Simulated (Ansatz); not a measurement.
Crystal: TiO2 (Anatase).

```
CELL_PARAMETERS angstrom
-1.89210 1.89210 4.75730
1.89210 -1.89210 4.75730
1.89210 1.89210 -4.75730
ATOMIC_POSITIONS crystal
Ti 0.75000 0.25000 0.50000
Ti 0.00000 0.00000 0.00000
O 0.79190 0.79190 0.00000
O 0.54190 0.04190 0.50000
O 0.95810 0.45810 0.50000
O 0.20810 0.20810 0.00000
```

Base run:

| Quantity | Value |
| --- | --- |
| Program | Ansatz 0.2.0 |
| Functional | LDA |
| Potentials or basis | all-electron LAPW, scalar-relativistic |
| Cutoff | 384 eV (chosen from the basis error) |
| Basis error allowed | 0.002 eV/atom |
| k mesh | 10 × 10 × 10 |
| Occupations | fermi-dirac, width 0.05 eV |
| Spin | no spin polarisation |

Its results: band gap on the k mesh 2.03 eV, indirect (least direct gap 2.36 eV); pressure -6.5 GPa; largest force 0.117 eV/Å.

Problem. The run is repeated on the same cell with these changes: functional from LDA to PBEsol. What comes out?

Solution. Band gap on the k mesh 2.08 eV, indirect (least direct gap 2.42 eV); pressure -1.1 GPa; largest force 0.007 eV/Å.

PBEsol binds less tightly than LDA, so the same cell stands under more pressure.
